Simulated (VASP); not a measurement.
A run of VASP 6.6.1:

Contents of INCAR:

```
  PREC = Accurate
  ENCUT = 520
  EDIFF = 1E-6
  ISMEAR = 0
  SIGMA = 0.05
  LREAL = False
  LASPH = True
  NELM = 80
  ALGO = Fast
  ISIF = 2
  LWAVE = False
  LCHARG = False
  GGA = PS
```

Contents of KPOINTS:

```
Automatic mesh
0
Gamma
  8 8 8
```

File POSCAR:

```
Sr
4.3025
    0.000000000000      0.707112144102      0.707112144102
    0.707112144102      0.000000000000      0.707112144102
    0.707112144102      0.707112144102      0.000000000000
Sr
1
Direct
    0.0000000000      0.0000000000      0.0000000000
```

Potentials or basis: VASP PAW PBE potentials, release 64 (Sr_sv).

The run is started by

```console
$ cat potpaw_PBE.64/Sr_sv/POTCAR > POTCAR
$ mpirun -np 1 vasp_std > vasp.out
```

Hardware: 1 thread of Intel(R) Xeon(R) 6975P-C (Granite Rapids) (shared host).

Q: Estimate the wall time of this run.

A: It took 5.9 s on 1 thread of Intel(R) Xeon(R) 6975P-C (Granite Rapids), with other jobs on the host, peak memory 0.17 GiB. Counts: scf iterations 13, k points 29.
